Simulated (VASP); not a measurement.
Write the native input for VASP 6.6.1 that does the following.

* Task: single point
* Functional: r2SCAN
* Potentials or basis: VASP PAW PBE potentials, release 64 (Cd, Se)
* Cutoff: 520 eV
* k mesh: 9 × 9 × 6
* Occupations: gaussian, width 0.02 eV
* Spin: no spin polarisation
* Further INCAR settings: ALGO = Normal; EDIFF = 1e-06; NBANDS = 26

The structure of CdSe lies in POSCAR:

```
CdSe
1.0
    4.3106900000      0.0000000000      0.0000000000
   -2.1553500000      3.7331700000      0.0000000000
    0.0000000000      0.0000000000      7.0318800000
Cd Se
2 2
Direct
    0.6666700000      0.3333300000      0.4999600000
    0.3333300000      0.6666700000      0.9999600000
    0.6666700000      0.3333300000      0.8759000000
    0.3333300000      0.6666700000      0.3759000000
```

The cell is a database's computed one.

These files were run (other wordings do the same):

INCAR

```
SYSTEM = CdSe
PREC = Accurate
ENCUT = 520
EDIFF = 1E-6
ISMEAR = 0
SIGMA = 0.02
LREAL = .False.
LASPH = .True.
NELM = 100
ALGO = Normal
ISIF = 2
LWAVE = .False.
LCHARG = .True.
METAGGA = R2SCAN
LMIXTAU = .True.
LELF = .True.
LVHAR = .True.
NBANDS = 26
```

KPOINTS

```
regular mesh
0
Gamma
  9 9 6
  0 0 0
```

Potentials or basis: VASP PAW PBE potentials, release 64 (Cd, Se).

Launch:

```sh
$ cat potpaw_PBE.64/Cd/POTCAR potpaw_PBE.64/Se/POTCAR > POTCAR
$ mpirun -np 1 vasp_std > vasp.out
```

Results of the run:

```
Pressure               : 1.4 GPa
Largest force          : 0.005 eV/Å
Band gap on the k mesh : 1.14 eV, direct
```

Caveat: the PAW data sets were made with another functional, which shifts forces and pressure a little.

It took 11 min on 1 thread of Intel(R) Xeon(R) 6975P-C (Granite Rapids) (shared host), peak memory 0.42 GiB.
